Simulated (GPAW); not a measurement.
## Ti: single point with PBE

The system is Ti.

```
Ti
1.0
    -1.64100    1.64100    1.64100
     1.64100   -1.64100    1.64100
     1.64100    1.64100   -1.64100
Ti
1
Direct
  0.00000 0.00000 0.00000
```

This isn't the form of Ti at room conditions, which is hcp.

| Property | Result |
| --- | --- |
| Program | GPAW 26.7.0 |
| Task | single point |
| Functional | PBE |
| Potentials or basis | GPAW PAW data sets (gpaw-data 1.2.1) |
| Cutoff | 600 eV |
| Basis | pw |
| k mesh | 11 × 11 × 11 |
| Occupations | gaussian, width 0.014 eV |
| Spin | no spin polarisation |
| Maxiter | 150 |

```yaml
Pressure: -3.4 GPa
Band_gap_on_the_k_mesh: none (metal or under the smearing width)
```

Levels at points of the mesh, in eV from the Fermi level:
| k point | band 2 | band 3 | band 4 | band 5 | band 6 | band 7 | band 8 | band 9 | band 10 |
| --- | --- | --- | --- | --- | --- | --- | --- | --- | --- |
| (0.00, 0.00, 0.00) | -32.41 | -32.41 | -32.41 | -5.88 | 1.00 | 1.00 | 1.00 | 2.72 | 2.72 |

It took 14 s on 1 thread of Arm Neoverse V1 (shared host), peak memory 0.14 GiB.
